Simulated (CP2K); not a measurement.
The system is C.

```
CELL_PARAMETERS angstrom
4.25517 0.00000 0.00000
0.00000 4.25517 0.00000
0.00000 0.00000 1.28229
ATOMIC_POSITIONS crystal
C 0.50000 0.50000 0.50000
```

The cell was built by a generator and needn't be a form met in nature.

Base run:

- Program: CP2K 2026.2
- Functional: PBEsol
- Potentials or basis: POTENTIAL_UZH C GTH-PBE-q4; TZVP-MOLOPT-PBE-GTH basis
- Density cutoff: 9184 eV
- k mesh: 6 × 6 × 20
- Occupations: fermi-dirac, width 0.05 eV
- Spin: no spin polarisation

Its results: band gap on the k mesh none (metal or under the smearing width); pressure 0.8 GPa.

Q: After a change of settings the same cell gave: band gap on the k mesh none (metal or under the smearing width); pressure -0.4 GPa. Which change was it?
A. functional from PBEsol to LDA
B. functional from PBEsol to PBE
C. functional from PBEsol to vdW-DF2
D. functional from PBEsol to HLE17

A: C.

Caveats: the potentials were made for another functional, which shifts forces and pressure; the basis of atomic orbitals isn't converged, which shifts pressures, moduli and gaps.
